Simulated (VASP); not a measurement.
# SrO in VASP: one cell, several levels of theory

Aim: gap, levels, forces and stress of SrO (database structure), under -5.7 % equal strain in all directions at fixed geometry. Runs: PBE, r2SCAN. The results are then set beside those of Ansatz 0.2.0 for the same cell.

Program: VASP 6.6.1. PAW datasets, plane waves. Calculated at 0 K for a non-magnetic cell.

**1. The structure to begin with**

The cell comes from an earlier relaxation with r2SCAN in another program, then strained, with the atoms relaxed again.

Space group P6_3/mmc (No. 194), hexagonal; conventional cell a = 3.345 Å, c = 5.855 Å, 14.19 Å³ an atom. Around Sr lie 6 O at 2.42 Å; around O lie 6 Sr at 2.42 Å.

The structure in full:

Space group P6_3/mmc (No. 194). a = 3.345 Å, b = 3.345 Å, c = 5.855 Å, α = 90.00°, β = 90.00°, γ = 120.00°
```tsv
atom	site	symmetry	x	y	z
Sr	2c	-6m2	0.3333	0.6667	0.2500
O	2a	-3m.	0.0000	0.0000	0.0000
```

**2. Single point with PBE**

INCAR reads:

```
ENCUT = 520.000000
SIGMA = 0.020000
EDIFF = 1.00e-07
GGA = PE
PREC = Accurate
IBRION = -1
ISIF = 2
ISMEAR = -1
NBANDS = 24
NELM = 120
NSW = 0
LASPH = .TRUE.
LCHARG = .FALSE.
LWAVE = .FALSE.
LREAL = .FALSE.
```

KPOINTS reads:

```
KPOINTS created by Atomic Simulation Environment
0
Gamma
12 12 4
0 0 0
```

KPOINTS_OPT reads:

```
special points
7
Reciprocal
0.0000000000 0.0000000000 0.0000000000 1
0.5000000000 0.0000000000 0.0000000000 1
0.3333333333 0.3333333333 0.0000000000 1
0.0000000000 0.0000000000 0.5000000000 1
0.5000000000 0.0000000000 0.5000000000 1
0.3333333333 0.3333333333 0.5000000000 1
0.0000000000 0.5000000000 0.0000000000 1
```

POSCAR reads:

```
Sr O
 1.0000000000000000
     3.3452961791594586    0.0000000000000000    0.0000000000000000
    -1.6726480895797293    2.8971114743351096    0.0000000000000000
     0.0000000000000000    0.0000000000000000    5.8550873731999999
 Sr  O
   2   2
Cartesian
 -0.0000000000000001  1.9314076495567403  1.4637718433000002
  1.6726480895797298  0.9657038247783698  4.3913155299000008
  0.0000000000000000  0.0000000000000000  0.0000000000000000
  0.0000000000000000  0.0000000000000000  2.9275436866000004
```

The run uses the recommended PBE PAW datasets (32 valence electrons a neutral cell).

On the command line:

```console
mpirun -np 1 vasp_std
```

**3. Single point with r2SCAN**

INCAR reads:

```
ENCUT = 520.000000
SIGMA = 0.010000
EDIFF = 1.00e-07
ALGO = Normal
METAGGA = R2SCAN
PREC = Accurate
IBRION = -1
ISIF = 2
ISMEAR = 0
NBANDS = 24
NELM = 120
NSW = 0
LASPH = .TRUE.
LCHARG = .FALSE.
LWAVE = .FALSE.
LREAL = .FALSE.
```

KPOINTS is that of step 2.

KPOINTS_OPT is that of step 2.

POSCAR is that of step 2.

Before running it: what results should come out? Wanted: for each run, gap; pressure; Ansatz: gap; Ansatz: pressure.

As calculated:

```
 level  gap (eV)  pressure (GPa)  Ansatz: gap (eV)  Ansatz: pressure (GPa)
   PBE      3.04           26.10              3.09                   24.78
r2SCAN      3.49           24.55              3.55                   23.29
```

The gap spans 3.04 eV (PBE) to 3.49 eV (r2SCAN). At this one volume the pressure spans 24.6 GPa (r2SCAN) to 26.1 GPa (PBE): PBE wants the largest cell and r2SCAN the smallest. The two programs agree on the gap within 0.07 eV, far less than the spread between functionals. Each program uses its own PAW datasets and cutoff.
